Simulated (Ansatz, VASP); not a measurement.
**One calculation of Al2Cu, two programs**

```xyz
3
Lattice="4.1052 0.0000 0.0000 0.0000 4.1052 0.0000 0.0000 0.0000 2.8913" Properties=species:S:1:pos:R:3 pbc="T T T"
Al    2.0526    0.0000    1.4457
Al    0.0000    2.0526    1.4457
Cu    0.0100    0.0079   -0.0432
```

Change from the starting cell: one atom moved.

Alike in both runs: task single point; functional PBEsol; k mesh 10 × 10 × 12; occupations gaussian, width 0.1 eV; no spin polarisation.

```csv
,VASP,Ansatz
version,VASP 6.6.1,Ansatz 0.2.0
potentials or method,"VASP PAW PBE potentials, release 64 (Al, Cu)","scalar-relativistic, plane waves, PAW"
plane-wave cutoff (eV),520,420
valence electrons in the cell,17,25
```

```tsv
	VASP	Ansatz	Ansatz less VASP
gap on the k mesh at the Fermi level (eV)	none	none	-
pressure (GPa)	-2.2	-2.3	-0.06
largest component of the traceless stress (GPa)	1.35	1.34	-0.010
rms of the force components (eV/Å)	0.104	0.103	-0.0006
```

Atom by atom the forces differ by 0.001 eV/Å (rms over components). A gap of «none» marks a metal or a gap that the smearing closes. The two sets of potentials don't hold the same shells in valence.

Caveats: the PAW data sets were made with another functional, which shifts forces and pressure a little (VASP).
